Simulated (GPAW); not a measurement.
The system is Hf.

```xyz
2
Lattice="3.1967 0.0000 0.0000 -1.5983 2.7684 0.0000 0.0000 0.0000 5.0578" Properties=species:S:1:pos:R:3 pbc="T T T"
Hf    1.5984    0.9228    3.7934
Hf    0.0000    1.8456    1.2645
```

Program: GPAW 26.7.0. Alike in all runs: cell as given; cutoff (eV) 600.

Problem. Order these runs on this cell by their pressure, lowest first.
A. level PBEint; potentials or basis PAW data sets generated in the run's folder for this functional, pw; spin SOC, no magnetisation; k mesh 7 × 7 × 4; smearing fermi-dirac 0.05 eV; band path GMKGALHA,LM,KH; band points 100; spin axis theta (degrees) 0; spin axis phi (degrees) 0; soc after scf second variation
B. level BP86; potentials or basis PAW data sets generated in the run's folder for this functional, pw; spin SOC, no magnetisation; k mesh 7 × 7 × 4; smearing fermi-dirac 0.05 eV; band path GMKGALHA,LM,KH; band points 60; spin axis theta (degrees) 90; spin axis phi (degrees) 45; soc after scf second variation
C. level RPBE; potentials or basis the program's PAW data sets (release 1.2.1) made for this functional, pw; spin off; k mesh 10 × 10 × 5; smearing fermi-dirac 0.05 eV; band path GMKGALHA,LM,KH; band points 60
D. level PBEsol; potentials or basis PAW data sets generated in the run's folder for this functional, pw; spin off; k mesh 10 × 10 × 5; smearing fermi-dirac 0.05 eV; band path GMKGALHA,LM,KH; band points 60
E. level LDA; potentials or basis the program's PAW data sets (release 1.2.1) made for this functional, pw; spin off; k mesh 10 × 10 × 5; smearing gaussian 0.02 eV

Solution. E (-7.7 GPa), D (-3.5 GPa), A (-1.5 GPa), B (0.5 GPa), C (3.8 GPa).

Caveats: spin-orbit coupling was added after a scalar SCF, so levels and gaps hold it while energy, forces, pressure and moments don't (some runs).

Not every run made on this cell is shown here.
